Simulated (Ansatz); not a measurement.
# As (Cmce) in Ansatz: band structure with PBEsol

Aim: the band structure of As with PBEsol.

All numbers are computed with Ansatz 0.2.0; they aren't measurements. Logs are shortened: lines on timing, memory, paths and dates and some standing lists are left out, and cuts for length are marked.

## Step 1: Starting point

The structure is orthorhombic, space group Cmce (No. 64). The conventional cell has a = 3.650 Å, b = 11.000 Å, c = 4.470 Å, α = 90.00°, β = 90.00°, γ = 90.00°. Around As (site symmetry m) lie 3 As at 2.48 to 2.49 Å.

This isn't the form of As at room conditions, which is rhombohedral.

## Step 2: Band structure, PBEsol

Contents of input.yaml:

```yaml
crystal:
  lattice:
    - [1.825, -5.5, 0.0]
    - [1.825, 5.5, 0.0]
    - [0.0, 0.0, 4.47]
  atoms:
    - { symbol: As, position: [0.39, 0.61, 0.56] }
    - { symbol: As, position: [0.89, 0.11, 0.94] }
    - { symbol: As, position: [0.61, 0.39, 0.44] }
    - { symbol: As, position: [0.11, 0.89, 0.06] }
hamiltonian:
  xc: pbesol
  pseudopotentials: { kind: paw }
kpoints:
  mp_grid: { grid: [8, 8, 6] }
  band_path:
    path:
      - [[0.0, 0.0, 0.0], [0.2775258264, 0.2775258264, 0.0], [0.0, 0.5, 0.0], [0.0, 0.5, 0.5], [0.2775258264, 0.2775258264, 0.5], [0.0, 0.0, 0.5], [0.0, 0.0, 0.0], [-0.5, 0.5, 0.0], [-0.2775258264, 0.7224741736, 0.0], [-0.2775258264, 0.7224741736, 0.5], [-0.5, 0.5, 0.5], [-0.5, 0.5, 0.0]]
      - [[0.0, 0.0, 0.5], [-0.5, 0.5, 0.5]]
    npoints: 14
scf:
  occupations: { method: fermi_dirac, width: 0.05 }
  n_extra_bands: 10
output:
  forces: true
  stress: true
  eigenvalues: true
  fatbands: true
```

Potentials or basis: Ansatz PAW.

Launch:

```console
$ ansatz run input.yaml --threads 2 --pin off --max-ram 5632MiB --backend cpu --events-out ev --progress --plain --runs-dir out
```

The log of the run:

```text
Warning: RAYON_NUM_THREADS=2 ignored (pool sized by the plan → 2); use --threads N
scf.n_extra_bands = 10 over 30 filled bands (N_el = 60.0): the run solves 40 bands
Engine: ansatz 0.2.0, aarch64-unknown-linux-gnu
Pseudopotentials: kind: paw
Pseudopotential: As, paw, valence charge 15, recommended cutoff 420 eV (normal), As.paw.azcp
Functional definition: PBEsol
  exchange = pbesol_x
  correlation = pbesol_c
Crystal: 4 atoms, lattice volume = 89.735 Å³
Basis set: ecut = 420 eV, 1767 PW (Γ), exchange–correlation on 80×80×60 points (8 copies of the dense FFT grid, shifted against one another)
Bands: 40, of which v1, the nominal top of the filled ones, is band 30 counted from 1 (29 counted from 0)
Symmetry: 8 space group operations
Space group: Cmce (ITA 64), of the structure as read, at distance tolerance 4.5e-5 Å
k-points: 84 of 384
Non-local potential: As, projectors of the file, l = 0: 2, l = 1: 2, l = 2: 3, l = 3: 1
PAW form: soft (Blöchl's): semilocal exchange-correlation on the pseudo side does not see the compensation charge
PAW frozen core: As, regenerated for the run's functional, and the local potential with it (the file was generated under x = pbe(κ = 0.804, μ = 0.2195149727645171), c = pbe(β = 0.06672455060314922))
PAW one-centre angular grid: As, 590 points (default); XC on 64 Gauss nodes
Initial density: superposition of atomic densities (neutral atoms: chi_scale 0, normalization atom), corrected by the library's trained network
Initial wavefunctions: pseudopotential atomic-orbital guess
Functional: x = pbesol(κ = 0.804, μ = 0.12345679012345678), c = pbesol(β = 0.046)
SCF iter   1: F=—  HF=-19251.910683 eV  |F-HF|=—  |Δ(HF+E_count)|=         —  Δρ=2.23e-3  dr2=4.54e-3  ethr=1.77e-3  ⟨swp⟩=6.0  Hψ=13351  notcnv=0  defer=25
preconditioner: auto → Kerker (q_TF=auto, 2.551 Å⁻¹)  [metal: Δε(μ)=0.026 eV  Ē_g=11.110 eV  σ=0.050 eV  W_gap=0.13  n_scr=26 (ndim 8)  ℏωp=17.5 eV  f_vac=0.000  D(μ)=0.42/eV (n_scr^D=0)]
SCF iter   2: F=—  HF=-19251.909007 eV  |F-HF|=—  |Δ(HF+E_count)|=   1.68e-3  Δρ=1.43e-3  dr2=2.19e-3  ethr=7.56e-6  ⟨swp⟩=2.1  Hψ=6509  notcnv=0  defer=85
SCF iter   3: F=—  HF=-19251.908785 eV  |F-HF|=—  |Δ(HF+E_count)|=   2.22e-4  Δρ=3.04e-4  dr2=1.51e-4  ethr=3.65e-6  ⟨swp⟩=3.0  Hψ=5597  notcnv=0  defer=85
SCF iter   4: F=—  HF=-19251.908825 eV  |F-HF|=—  |Δ(HF+E_count)|=   4.00e-5  Δρ=1.70e-4  dr2=4.08e-5  ethr=2.51e-7  ⟨swp⟩=2.0  Hψ=5597  notcnv=0  defer=85
SCF iter   5: F=—  HF=-19251.908753 eV  |F-HF|=—  |Δ(HF+E_count)|=   7.24e-5  Δρ=8.50e-5  dr2=9.84e-6  ethr=6.80e-8  ⟨swp⟩=2.0  Hψ=5597  notcnv=0  defer=85
SCF iter   6: F=—  HF=-19251.908757 eV  |F-HF|=—  |Δ(HF+E_count)|=   4.74e-6  Δρ=2.36e-5  dr2=1.39e-6  ethr=1.64e-8  ⟨swp⟩=2.9  Hψ=5717  notcnv=0  defer=85
SCF iter   7: F=—  HF=-19251.908757 eV  |F-HF|=—  |Δ(HF+E_count)|=   1.10e-7  Δρ=6.86e-6  dr2=1.22e-7  ethr=2.32e-9  ⟨swp⟩=2.0  Hψ=3550  notcnv=0  defer=85
SCF iter   8: F=-19251.908757 eV  HF=-19251.908757 eV  |F-HF|=2.22e-9  |Δ(HF+E_count)|=   2.10e-8  Δρ=1.98e-6  dr2=6.80e-9  ethr=1.67e-10  ⟨swp⟩=8.2  Hψ=13902  notcnv=0
SCF 1 converged in 8 iterations: F = -19251.908757 eV  dr2 = 6.80e-9
NSCF: frozen V_eff on 170 k-points
SCF converged after 8 iterations
Free energy (F): -19251.908757 eV
Harris-Foulkes:  -19251.908757 eV  (|F-HF|=2.22e-9)
Internal energy: -19251.905517 eV  (E = F + TS)
E sigma→0 (E₀):  -19251.907137 eV
Entropy (-TS):   -0.003241 eV (-0.810 meV/atom)
Fermi energy:    9.734014 eV
--- Per-component energies (eV) ---
  E_band       = -977.207583
  E_kinetic    = 410.237537
  E_local      = -7014.750730  (includes V_loc(G=0)·N_el)
  E_nonlocal   = -2673.449449
  E_hartree    = 3844.753327
  E_xc         = -314.409064
  E_vxc        = -316.299846  (∫ρ·V_xc dr)
  E_paw        = -7169.944040  (= ΣΔE_a)
  E_vpaw       = 927.552409  (= ΣTr[D̂ρ^β])
  E_aug_tail   = 0.000028  (compensation charges beyond the density's cutoff)
  E_ewald      = -6338.208841
  E_core_change = 3.865715  (= ΣΔE_core)
  E_smearing   = -0.003241  (= −TS)
  E_closure    = -0.000000  (closes the sum)
  Σ components = -19251.908757   (vs F -19251.908757, Δ=0.00e0)
--- Forces (eV/Å), atoms counted from 1 ---
  atom   1  As    -0.00000000     0.05394209     0.09780364
  atom   2  As     0.00000000     0.05394209    -0.09780364
  atom   3  As     0.00000000    -0.05394209    -0.09780364
  atom   4  As    -0.00000000    -0.05394209     0.09780364
  max |Σ_I F_I| component: 1.39e-17 eV/Å
--- Stress (GPa, compression-positive) ---
        0.554404      -0.000000       0.000000
       -0.000000      -0.264844      -0.000000
        0.000000      -0.000000      -1.170828
  P = ⅓ Tr σ = -0.2938 GPa (-2.938 kbar)
--- Band table (eV; the first three rows and the last of 84) ---
  k-point 0: bands = ["-26.3038", "-26.3010", "-26.2839", "-26.2585", "-26.2516", "-26.2214", "-26.2207", "-26.2189", "-26.2044", "-26.1931", "-26.1847", "-26.1843", "-26.1719", "-26.1694", "-26.1629", "-26.1569", "-26.1395", "-26.1289", "-26.1267", "-26.1141", "-5.0346", "-2.2521", "0.3671", "3.6773", "3.7215", "5.4241", "6.7406", "7.5116", "7.9010", "8.6956", "11.7043", "11.7571", "12.2546", "13.1496", "14.5853", "15.0825", "16.7868", "16.9181", "18.1248", "18.1904"]
  k-point 1: bands = ["-26.3022", "-26.2996", "-26.2816", "-26.2590", "-26.2511", "-26.2282", "-26.2200", "-26.2161", "-26.2076", "-26.1899", "-26.1880", "-26.1793", "-26.1731", "-26.1681", "-26.1617", "-26.1558", "-26.1401", "-26.1301", "-26.1283", "-26.1167", "-4.8724", "-2.3754", "0.1603", "2.9560", "3.9886", "6.0283", "6.8917", "7.9683", "8.0057", "8.1945", "11.8163", "11.8929", "12.4204", "12.6014", "13.8581", "14.9150", "16.3195", "17.2271", "17.8003", "18.9186"]
  k-point 2: bands = ["-26.2987", "-26.2970", "-26.2754", "-26.2614", "-26.2496", "-26.2388", "-26.2182", "-26.2123", "-26.2106", "-26.1951", "-26.1847", "-26.1762", "-26.1721", "-26.1677", "-26.1578", "-26.1529", "-26.1400", "-26.1325", "-26.1315", "-26.1238", "-4.4014", "-2.8928", "0.1623", "1.7911", "4.5406", "6.4628", "7.3013", "7.7010", "8.0354", "9.4517", "10.7337", "11.6621", "11.8372", "12.6464", "13.6135", "15.1400", "16.1915", "17.9691", "18.2848", "19.3044"]
  k-point 83: bands = ["-26.2963", "-26.2963", "-26.2679", "-26.2679", "-26.2460", "-26.2460", "-26.2171", "-26.2171", "-26.2028", "-26.2028", "-26.1789", "-26.1789", "-26.1683", "-26.1683", "-26.1529", "-26.1529", "-26.1345", "-26.1345", "-26.1333", "-26.1333", "-3.5156", "-3.5156", "-0.0284", "-0.0284", "7.6748", "7.6748", "7.8640", "7.8640", "8.6505", "8.6505", "11.2085", "11.2085", "11.5033", "11.5033", "12.3499", "12.3499", "17.3837", "17.3837", "18.2090", "18.2090"]
```

bands.tsv:

```text
# k_distance	band_0	band_1	band_2	band_3	band_4	band_5	band_6	band_7	band_8	band_9	band_10	band_11	band_12	band_13	band_14	band_15	band_16	band_17	band_18	band_19	band_20	band_21	band_22	band_23	band_24	band_25	band_26	band_27	band_28	band_29	band_30	band_31	band_32	band_33	band_34	band_35	band_36	band_37	band_38	band_39
[... 191 lines left out ...]
7.998330	-36.030312	-36.030312	-36.001875	-36.001875	-35.980039	-35.980039	-35.951107	-35.951107	-35.936859	-35.936859	-35.912886	-35.912886	-35.902355	-35.902355	-35.886914	-35.886914	-35.868490	-35.868490	-35.867345	-35.867345	-13.249575	-13.249575	-9.762372	-9.762372	-2.059205	-2.059205	-1.870052	-1.870052	-1.083508	-1.083508	1.474460	1.474460	1.769327	1.769327	2.615896	2.615896	7.649654	7.649654	8.474953	8.474953
```

Run time: 19 s. Hardware: 2 threads of Arm Neoverse V2, shared host; peak memory 0.51 GiB.

Results:

```yaml
Free_energy: -19251.9088 eV
Pressure: -0.3 GPa
Largest_force: 0.112 eV/Å
Band_gap_on_the_k_mesh: none (metal or under the smearing width)
```

Forces in eV/Å, atoms in the order of the input:
```
As   0.000  0.054  0.098
As   0.000  0.054 -0.098
As   0.000 -0.054 -0.098
As   0.000 -0.054  0.098
```

Levels at the corners of the path, in eV from the Fermi level:
```csv
point,band 27,band 28,band 29,band 30,band 31,band 32,band 33,band 34
Γ,-2.99,-2.22,-1.83,-1.04,1.97,2.02,2.52,3.42
X,-2.73,-2.68,-2.25,-1.93,0.59,0.69,0.70,1.89
S,-2.50,-2.50,-2.35,-2.35,0.84,0.84,1.03,1.03
R,-4.63,-4.63,-1.80,-1.80,1.98,1.98,4.64,4.64
A,-3.96,-3.96,-1.88,-1.88,2.27,2.27,4.51,4.51
Z,-1.94,-1.94,-0.59,-0.59,1.04,1.04,2.09,2.09
Γ,-2.99,-2.22,-1.83,-1.04,1.97,2.02,2.52,3.42
Y,-3.36,-1.66,-1.22,-0.36,0.15,1.95,2.41,3.05
X1,-2.73,-2.68,-2.25,-1.93,0.59,0.69,0.70,1.89
A1,-3.96,-3.96,-1.88,-1.88,2.27,2.27,4.51,4.51
T,-1.87,-1.87,-1.08,-1.08,1.47,1.47,1.77,1.77
Y,-3.36,-1.66,-1.22,-0.36,0.15,1.95,2.41,3.05
Z,-1.94,-1.94,-0.59,-0.59,1.04,1.04,2.09,2.09
T,-1.87,-1.87,-1.08,-1.08,1.47,1.47,1.77,1.77
```

Caveat: the PAW data sets come from PBE, with cores solved anew for the run's functional, which leaves a small shift of forces and pressure.

## Step 3: The reference run

An earlier run on the cell as given: functional PBEsol; potentials or basis Ansatz PAW; cutoff 420 eV (not typed: the program's choice for these potentials); k mesh 8 × 8 × 6; occupations fermi-dirac, width 0.05 eV; no spin polarisation.

* Pressure: -0.3 GPa
* Largest force: 0.112 eV/Å
* Band gap on the k mesh: none (metal or under the smearing width)
